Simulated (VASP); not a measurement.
A run of VASP 6.6.1 is set up as follows.

Contents of run.py:

```python
from ase.calculators.vasp import Vasp
from ase.dft.dos import DOS
from ase.io import read

atoms = read('Bi.cif')
calc = Vasp(
    directory='calc',
    pp='PBE',
    setups='materialsproject',
    prec='Accurate',
    encut=800,
    ediff=1e-06,
    ismear=-5,
    sigma=0.05,
    lreal=False,
    lasph=True,
    nelm=80,
    algo='Fast',
    isif=2,
    lwave=False,
    lcharg=False,
    gga='91',
    ivdw=13,
    vdw_s6=1.0,
    vdw_s8=0.77283111,
    vdw_a1=0.39581542,
    vdw_a2=4.93405761,
    lorbit=10,
    kpts=[7, 7, 7],
    gamma=True,
    nbands=22,
)
atoms.calc = calc

print('energy (eV):', atoms.get_potential_energy())
print('free energy (eV):', atoms.get_potential_energy(force_consistent=True))
print('forces (eV/A):')
print(atoms.get_forces())
print('stress (eV/A^3, Voigt):', atoms.get_stress())
print('Fermi level (eV):', calc.get_fermi_level())
dos = DOS(calc, width=0.2, window=(-10, 10), npts=301)
print('E - E_F (eV), DOS (1/eV)')
for e, g in zip(dos.get_energies(), dos.get_dos()):
    print(f'{e:8.3f} {g:10.4f}')
```

Contents of Bi.cif:

```cif
data_Bi
_cell_length_a 4.72898005
_cell_length_b 4.72898005
_cell_length_c 4.72898005
_cell_angle_alpha 57.30423423
_cell_angle_beta 57.30423423
_cell_angle_gamma 57.30423423
_space_group_name_H-M_alt 'P1'
_space_group_name_Hall 'P 1'
_space_group_IT_number 1
loop_
_space_group_symop_operation_xyz
'x,y,z'
loop_
_atom_site_label
_atom_site_type_symbol
_atom_site_symmetry_multiplicity
_atom_site_Wyckoff_symbol
_atom_site_fract_x
_atom_site_fract_y
_atom_site_fract_z
_atom_site_occupancy
Bi1 Bi 1 a 0.7469850000 0.7842680000 0.7756150000 1
Bi2 Bi 1 a 0.2390830000 0.2357510000 0.2092240000 1
```

Potentials or basis: VASP PAW PBE potentials, release 64 (Bi_d).

Launch:

```bash
$ python run.py
```

Question: Estimate the pressure.

Answer: 2.0 GPa.

Question: Predict the dispersion energy per atom.

Answer: -0.396 eV.

Question: What does it give for the largest force?

Answer: 1.037 eV/Å.

Question: Predict the band gap on the k mesh.

Answer: 0.23 eV, indirect (least direct gap 0.58 eV).

Stress tensor (GPa, compression positive):
```
 0.20 -0.33  0.54
-0.33  3.70  2.16
 0.54  2.16  2.12
```

Caveat: the PAW data sets were made with another functional, which shifts forces and pressure a little; spin-orbit coupling is left out, which as a rule narrows the gap of such compounds by several tenths of an eV; an odd mesh through Γ misses points on the zone boundary, where band edges often lie.
